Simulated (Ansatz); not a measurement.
Runs of Ansatz 0.2.0 on Pd. Symmetry: Fm-3m, No. 225, cubic system. The conventional cell has a = 3.893 Å, b = 3.893 Å, c = 3.893 Å, α = 90.00°, β = 90.00°, γ = 90.00°. Pd (site symmetry m-3m) has 12 Pd at 2.75 Å as nearest neighbours. 

```csv
task,level,spin,k mesh,smearing,atoms under strain,points for each segment of the path,mesh quality,gap on the mesh (eV),pressure (GPa)
single point,LDA,off,12 × 12 × 12,gaussian 0.1 eV,-,-,not flagged,none,-8.7
elastic constants,PBEsol,off,9 × 9 × 9,fermi-dirac 0.05 eV,relaxed,-,not flagged,none,-3.0
band structure,LDA,"non-collinear, ferromagnetic start",9 × 9 × 9,gaussian 0.01 eV,-,14,not flagged,none,-9.0
single point,RPBE,off,12 × 12 × 12,gaussian 0.1 eV,-,-,not flagged,none,(a)
```

Alike in all rows: potentials or basis Ansatz PAW; cell as given; cutoff (eV) 420.

Problem. Fill in the values left out.

Solution. (a) 11.6.

Caveats: the PAW data sets come from PBE, with cores solved anew for the run's functional, which leaves a small shift of forces and pressure; elastic constants of metals need much finer meshes, so these are rough (some runs); the starting moments weren't kept (some runs).

A k mesh can miss the band edges, and the runs leave out spin-orbit coupling on Pd.

A gap of «none» marks a metal or a gap under the smearing width.

Runs at the PBE level aren't shown here.
